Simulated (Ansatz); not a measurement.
Runs of Ansatz 0.2.0 on C. The structure is cubic, space group Fd-3m (No. 227). The conventional cell has a = 3.567 Å, b = 3.567 Å, c = 3.567 Å, α = 90.00°, β = 90.00°, γ = 90.00°. Around C (site symmetry -43m) lie 4 C at 1.54 Å. This isn't the form of C at room conditions, which is graphite.

```tsv
task	level	points for each segment of the path	gap on the mesh (eV)	pressure (GPa)	V0 of scaled cells (Å³/atom)	B0 (GPa)
band structure	B3LYP	4	(c)	0.4	-	-
equation of state	PBEsol0	-	-	-	5.52	(a)
band structure	PBEsol0	4	6.07	-12.7	-	-
equation of state	B3LYP	-	-	-	(b)	446
```

Alike in all rows: potentials or basis Ansatz PAW; no spin polarisation; cell as given; k mesh 7 × 7 × 7; cutoff (eV) 420; smearing fermi-dirac 0.05 eV; the mesh is coarse, so values aren't converged.

**Question.** Estimate the missing entries.

**Answer.** (a) 483; (b) 5.68; (c) 6.12.

Caveats: all runs use coarse meshes; the k mesh misses the band edges, so the gap on the mesh is wider than the one along the path (some runs); the PAW data sets come from PBE, with cores solved anew for the run's functional, which leaves a small shift of forces and pressure (some runs); the thresholds are loose for stress (some runs); the PAW data sets were made with another functional, which shifts forces and pressure a little (some runs); the potentials were made for another functional, which shifts forces and pressure (some runs).
